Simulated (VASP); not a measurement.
# Mo (Im-3m) in VASP: notebook

One crystal, Mo, is run at these levels: PBE+D3(BJ); tasks: relaxation of cell and atoms, single point.

All numbers are computed with VASP 6.6.1; they aren't measurements. Logs are shortened: lines on timing, memory, paths and dates and some standing lists are left out, and cuts for length are marked.

**1. The crystal as given**

Symmetry: Im-3m, No. 229, cubic system. The conventional cell has a = 3.147 Å, b = 3.147 Å, c = 3.147 Å, α = 90.00°, β = 90.00°, γ = 90.00°. Around Mo (site symmetry m-3m) lie 8 Mo at 2.73 Å.

**2. Relaxation of cell and atoms, PBE+D3(BJ)**

The input, INCAR:

```
SYSTEM = Mo
ALGO = Normal ; EDIFF = 1E-7
EDIFFG = -0.002 ; ENCUT = 520
GGA = PE ; IBRION = 2
ISIF = 3 ; ISMEAR = 0
IVDW = 12 ; LASPH = .TRUE.
LCHARG = .FALSE. ; LREAL = .FALSE.
LWAVE = .FALSE. ; NELM = 100
NSW = 80 ; PREC = Accurate
SIGMA = 0.1
```

The input, KPOINTS:

```
k-points
0
G
  18 18 18
  0 0 0
```

The input, POSCAR:

```
Mo
1.0
   -1.5734150000      1.5734150000      1.5734150000
    1.5734150000     -1.5734150000      1.5734150000
    1.5734150000      1.5734150000     -1.5734150000
Mo
1
Direct
    0.0000000000      0.0000000000      0.0000000000
```

Potentials or basis: VASP PAW PBE potentials, release 64 (Mo_sv).

Command:

```bash
> cat potpaw_PBE.64/Mo_sv/POTCAR > POTCAR
> mpirun -np 1 vasp_std > vasp.out
```

OUTCAR:

```text
SYSTEM = Mo
   EDIFF = 1E-7
   EDIFFG = -0.002
   ENCUT = 520
   GGA = PE
   IBRION = 2
   ISIF = 3
   ISMEAR = 0
   IVDW = 12
   LASPH = .TRUE.
   LREAL = .FALSE.
   NELM = 100
   NSW = 80
   PREC = Accurate
 IVDW          = 12

 ion  position               nearest neighbor table
   1  0.000  0.000  0.000-

  LATTYP: Found a body centered cubic cell.
 ALAT       =     3.1468300000

  Lattice vectors:

 A1 = (  -1.5734150000,   1.5734150000,   1.5734150000)
 A2 = (   1.5734150000,  -1.5734150000,   1.5734150000)
 A3 = (   1.5734150000,   1.5734150000,  -1.5734150000)

Analysis of symmetry for initial positions (statically):
=====================================================================
 Subroutine PRICEL returns:
 Original cell was already a primitive cell.

 Routine SETGRP: Setting up the symmetry group for a
 body centered cubic supercell.

 Subroutine GETGRP returns: Found 48 space group operations
 (whereof 48 operations were pure point group operations)
 out of a pool of 48 trial point group operations.

The static configuration has the point symmetry O_h .

Analysis of symmetry for dynamics (positions and initial velocities):
=====================================================================
 Subroutine PRICEL returns:
 Original cell was already a primitive cell.

 Routine SETGRP: Setting up the symmetry group for a
 body centered cubic supercell.

 Subroutine GETGRP returns: Found 48 space group operations
 (whereof 48 operations were pure point group operations)
 out of a pool of 48 trial point group operations.

The dynamic configuration has the point symmetry O_h .

 Subroutine INISYM returns: Found 48 space group operations
 (whereof 48 operations are pure point group operations),
 and found     1 'primitive' translations

----------------------------------------------------------------------------------------

                                     Primitive cell

  volume of cell :      15.5808

  direct lattice vectors                    reciprocal lattice vectors
    -1.573415000  1.573415000  1.573415000     0.000000000  0.317780115  0.317780115
     1.573415000 -1.573415000  1.573415000     0.317780115  0.000000000  0.317780115
     1.573415000  1.573415000 -1.573415000     0.317780115  0.317780115  0.000000000

  length of vectors
     2.725234721  2.725234721  2.725234721     0.449408949  0.449408949  0.449408949

  position of ions in fractional coordinates (direct lattice)
     0.000000000  0.000000000  0.000000000

  ion indices of the primitive-cell ions
   primitive index   ion index
[... 68 lines left out ...]
   LNONCOLLINEAR =      F non collinear calculations
   LSORBIT =      F    spin-orbit coupling
   LASPH  =      T    aspherical Exc in radial PAW
   ENCUT  =  520.0 eV  38.22 Ry    6.18 a.u.   5.07  5.07  5.07*2*pi/ulx,y,z
   NELM   =    100;   NELMIN=  2; NELMDL= -5     # of ELM steps
   EDIFF  = 0.1E-06   stopping-criterion for ELM
   LREAL  =      F    real-space projection
   EDIFFG = -.2E-02   stopping-criterion for IOM
   NSW    =     80    number of steps for IOM
   IBRION =      2    ionic relax: 0-MD 1-quasi-New 2-CG
   NFREE  =      1    steps in history (QN), initial steepest desc. (CG)
   ISIF   =      3    stress and relaxation
   ISYM   =      2    0-nonsym 1-usesym 2-fastsym
   POTIM  = 0.5000    time-step for ionic-motion
   TEBEG  =    0.0;   TEEND  =   0.0 temperature during run
   PSTRESS=    0.0 pullay stress
   NELECT =      14.0000    total number of electrons
   NUPDOWN=      -1.0000    fix difference up-down
   EMIN   =  10.00;   EMAX   =-10.00  energy-range for DOS
   EFERMI =   0.00;   METHOD = LEGACY
   ISMEAR =     0;   SIGMA  =   0.10  broadening in eV -4-tet -1-fermi 0-gaus
   EFERMI_NEDOS =   21; number of points for ismear=-14 and -15
   IALGO  =     38    algorithm
   IMIX   =      4    mixing-type and parameters
     AMIX     =   0.40;   BMIX     =  1.00
     AMIX_MAG =   1.60;   BMIX_MAG =  1.00
  volume/ion in A,a.u.               =      15.58       105.14
  Fermi-wavevector in a.u.,A,eV,Ry     =   1.579747  2.985289 33.954710  2.495601
  Thomas-Fermi vector in A             =   2.680079
   LORBIT       =      0    0 simple, 1 ext, 2 COOP (PROOUT), +10 PAW based schemes
   GGA     = PE    functional components
   LHFCALC =     F    Hartree Fock is set to
   AEXX    =    0.0000 exact exchange contribution
   IVDW    =    12    specifies the selected vdW correction
   LEPSILON=     F    determine dielectric tensor
   LRPA    =     F    only Hartree local field effects (RPA)
 conjugate gradient relaxation of ions
 non-spin polarized calculation
 Gauss-broadening in eV      SIGMA  =   0.10
  energy-cutoff  :      520.00
  volume of cell :       15.58
 maximum number of plane-waves:       432
   NGX = 11   NGY = 11   NGZ = 11

--------------------------------------- Ionic step        1  -------------------------------------------

 number of electron      14.0000001 magnetization

 Free energy of the ion-electron system (eV)
  ---------------------------------------------------
  ext. energy  EPLUGINS =         0.00000000
  ---------------------------------------------------
  free energy    TOTEN  =       -10.93204067 eV

  energy without entropy =      -10.92954842  energy(sigma->0) =      -10.93079455

------------------------ aborting loop because EDIFF is reached ----------------------------------------

 Edisp (eV)   -0.71626

 E8    (eV) :    -0.3375
[... 186 lines left out ...]
--------------------------------------- Ionic step        6  -------------------------------------------

 number of electron      13.9999998 magnetization

 Free energy of the ion-electron system (eV)
  ---------------------------------------------------
  ext. energy  EPLUGINS =         0.00000000
  ---------------------------------------------------
  free energy    TOTEN  =       -10.92412259 eV

  energy without entropy =      -10.92179159  energy(sigma->0) =      -10.92295709

 E-fermi :  12.8950     XC(G=0): -13.4872

 val. band max:       12.8900245764   @ k =  -0.3889   0.4444   0.2778
 cond. band min:      12.9071177155   @ k =   0.3889   0.1111   0.0000
 fundamental gap:      0.0170931391
 Fermi energy:        12.8950188923

 k-point     1 :       0.0000    0.0000    0.0000
  band No.  band energies     occupation
      1     -48.4133      2.00000
      2     -21.6391      2.00000
      3     -21.6391      2.00000
      4     -21.6391      2.00000
      5       5.5793      2.00000
      6      11.4730      2.00000
      7      11.4731      2.00000
      8      11.4731      2.00000
      9      14.5631      0.00000
     10      14.5631      0.00000
     11      27.7280      0.00000
[... 309 lines left out ...]
 k-point    24 :       0.3889    0.1111    0.0000
  band No.  band energies     occupation
      1     -48.1296      2.00000
      2     -23.0248      2.00000
      3     -22.1502      2.00000
      4     -21.7161      2.00000
      5       7.8666      2.00000
      6       9.5499      2.00000
      7      12.9071      0.86414
      8      14.4707      0.00000
      9      15.6418      0.00000
     10      18.3913      0.00000
     11      24.8184      0.00000

 [... further k-points ...]

------------------------ aborting loop because EDIFF is reached ----------------------------------------

 Edisp (eV)   -0.72670

 E8    (eV) :    -0.3426
[... 24 lines left out ...]
  FREE ENERGIE OF THE ION-ELECTRON SYSTEM (eV)
  ---------------------------------------------------
  free  energy   TOTEN  =       -11.6508270880 eV

  energy  without entropy=      -11.6484960875  energy(sigma->0) =      -11.64966159

 reached required accuracy - stopping structural energy minimisation
```

CONTCAR:

```text
Mo
   1.00000000000000
    -1.5661809976598724    1.5661809976598724    1.5661809976598724
     1.5661809976598724   -1.5661809976598724    1.5661809976598724
     1.5661809976598724    1.5661809976598724   -1.5661809976598724
  Mo
     1
Direct
     0.0000000000000000    0.0000000000000000    1.0000000000000000

  0.00000000E+00  0.00000000E+00  0.00000000E+00
```

Run time: 67 s. Hardware: 1 thread of AMD EPYC 7R13 (Zen 3), shared host; peak memory 0.13 GiB.

Results:

| Property | Result |
| --- | --- |
| Free energy | -11.6508 eV |
| Relaxed volume | 15.37 Å³/atom |
| Relaxed cell | a = 2.713 Å, b = 2.713 Å, c = 2.713 Å, α = 109.47°, β = 109.47°, γ = 109.47° |
| Space group after relaxing (to 0.05 Å) | Im-3m (No. 229) |
| Energy gained by relaxing | 2.5 meV/atom |
| Ionic steps | 6 |
| Pressure after relaxing | 0.0 GPa |
| Band gap on the k mesh | none (metal or under the smearing width) |
| Dispersion energy per atom | -0.727 eV |

The path:
| step | energy change (eV) | largest force (eV/Å) | pressure (GPa) | volume (Å³) |
| --- | --- | --- | --- | --- |
| 1 | 0.0000 | 0.0000 | -3.71 | 15.58 |
| 2 | 0.0181 | 0.0000 | 11.73 | 14.78 |
| 3 | -0.0025 | 0.0000 | -0.05 | 15.37 |
| 4 | -0.0025 | 0.0000 | 0.03 | 15.37 |
| 5 | -0.0025 | 0.0000 | -0.06 | 15.37 |
| 6 | -0.0025 | 0.0000 | 0.00 | 15.37 |

Final structure:
```
Mo
1.0
    -1.56618    1.56618    1.56618
     1.56618   -1.56618    1.56618
     1.56618    1.56618   -1.56618
Mo
1
Direct
  0.00000 0.00000 0.00000
```

Caveat: pairwise dispersion overbinds metals, which lowers pressure and volume.

**3. Relaxation of cell and atoms, PBE+D3(BJ)**

This run uses another cell than the first one, of 15.37 Å³/atom, 0.986 times its volume.

INCAR is that of step 2.

KPOINTS is that of step 2.

The input, POSCAR:

```
Mo                                      
1.0
   -1.5661809977      1.5661809977      1.5661809977
    1.5661809977     -1.5661809977      1.5661809977
    1.5661809977      1.5661809977     -1.5661809977
  Mo            
     1
Direct
     0.0000000000000000    0.0000000000000000    1.0000000000000000
```

Potentials or basis: VASP PAW PBE potentials, release 64 (Mo_sv).

Command:

```bash
> cat potpaw_PBE.64/Mo_sv/POTCAR > POTCAR
> mpirun -np 1 vasp_std > vasp.out
```

Run time: 20 s. Hardware: 1 thread of AMD EPYC 7R13 (Zen 3), shared host; peak memory 0.13 GiB.

It converged, with:

```yaml
Free_energy: -11.6507 eV
Pressure_after_relaxing: 0.0 GPa
Band_gap_on_the_k_mesh: none (metal or under the smearing width)
Dispersion_energy_per_atom: -0.727 eV
```

Final structure:
```
Mo
1.0
    -1.56618    1.56618    1.56618
     1.56618   -1.56618    1.56618
     1.56618    1.56618   -1.56618
Mo
1
Cartesian
  0.0000 0.0000 0.0000
```

Levels at points of the mesh, in eV from the Fermi level:
```
           k point  band 5  band 6  band 7  band 8  band 9  band 10
(0.00, 0.00, 0.00)   -7.32   -1.42   -1.42   -1.42    1.67     1.67
(0.50, 0.00, 0.00)   -5.45   -3.51    1.67    1.71    2.35     4.84
(0.50, 0.50, 0.50)   -5.60   -5.60    4.05    4.05    4.05     9.17
```

Caveat: the relaxation stopped at its first step, so nothing moved; pairwise dispersion overbinds metals, which lowers pressure and volume.

**4. Single point, PBE+D3(BJ)**

This run uses another cell than the first one, of 15.37 Å³/atom, 0.986 times its volume.

The input, INCAR:

```
SYSTEM = Mo
ALGO     = Normal         ! electronic algorithm
EDIFF    = 1E-7           ! SCF threshold, eV
ENCUT    = 520            ! plane-wave cutoff, eV
GGA      = PE             ! functional
ISIF     = 2              ! what is computed and relaxed
ISMEAR   = 0              ! smearing method
IVDW     = 12             ! dispersion correction
LASPH    = .True.         ! aspherical terms in the spheres
LCHARG   = .False.        ! write CHGCAR
LREAL    = .False.        ! projectors in reciprocal space
LWAVE    = .False.        ! write WAVECAR
NELM     = 100            ! most SCF steps
PREC     = Accurate       ! precision mode
SIGMA    = 0.1            ! smearing width, eV
```

The input, KPOINTS:

```
k-points
0
Gamma
  18 18 18
  0 0 0
```

POSCAR: that of step 3 with these lines changed.

```diff
@@ -8,2 +8,2 @@
 Direct
-     0.0000000000000000    0.0000000000000000    1.0000000000000000
+     0.0000000000000000    0.0000000000000000    0.0000000000000000
```

Command:

```bash
> cat potpaw_PBE.64/Mo_sv/POTCAR > POTCAR
> mpirun -np 1 vasp_std > vasp.out
```

Wall time 20 s (1 thread of AMD EPYC 7R13 (Zen 3), shared host); peak memory 0.13 GiB.

Results (log left out):

```
Free energy                : -11.6507 eV
Pressure                   : 0.0 GPa
Band gap on the k mesh     : none (metal or under the smearing width)
Dispersion energy per atom : -0.727 eV
```

Levels at points of the mesh, in eV from the Fermi level:
| k point | band 5 | band 6 | band 7 | band 8 | band 9 | band 10 |
| --- | --- | --- | --- | --- | --- | --- |
| (0.00, 0.00, 0.00) | -7.32 | -1.42 | -1.42 | -1.42 | 1.67 | 1.67 |
| (0.50, 0.00, 0.00) | -5.45 | -3.51 | 1.67 | 1.71 | 2.35 | 4.84 |
| (0.50, 0.50, 0.50) | -5.60 | -5.60 | 4.05 | 4.05 | 4.05 | 9.17 |

Caveat: pairwise dispersion overbinds metals, which lowers pressure and volume.

**5. Single point, PBE+D3(BJ) (a relaxed cell with its volume scaled by 0.97)**

INCAR is that of step 4.

KPOINTS is that of step 4.

The input, POSCAR:

```
Mo                                      
1.0
   -1.5503599059      1.5503599059      1.5503599059
    1.5503599059     -1.5503599059      1.5503599059
    1.5503599059      1.5503599059     -1.5503599059
  Mo            
     1
Direct
     0.0000000000000000    0.0000000000000000    0.0000000000000000
```

Command:

```bash
> cat potpaw_PBE.64/Mo_sv/POTCAR > POTCAR
> mpirun -np 1 vasp_std > vasp.out
```

It took 19 s on 1 thread of AMD EPYC 7R13 (Zen 3), shared host; peak memory 0.13 GiB.

The run converged. Its results:

- Free energy: -11.6378 eV
- Pressure: 9.1 GPa
- Band gap on the k mesh: none (metal or under the smearing width)
- Dispersion energy per atom: -0.750 eV

Levels at points of the mesh, in eV from the Fermi level:
```tsv
k point	band 4	band 5	band 6	band 7	band 8	band 9	band 10	band 11
(0.00, 0.00, 0.00)	-34.47	-7.42	-1.49	-1.49	-1.49	1.71	1.71	14.87
(0.50, 0.00, 0.00)	-34.49	-5.65	-3.67	1.77	1.79	2.44	5.05	12.02
(0.50, 0.50, 0.50)	-35.59	-5.85	-5.85	4.23	4.23	4.23	9.41	9.41
```

Caveat: pairwise dispersion overbinds metals, which lowers pressure and volume.

[end of part 1 of 2]
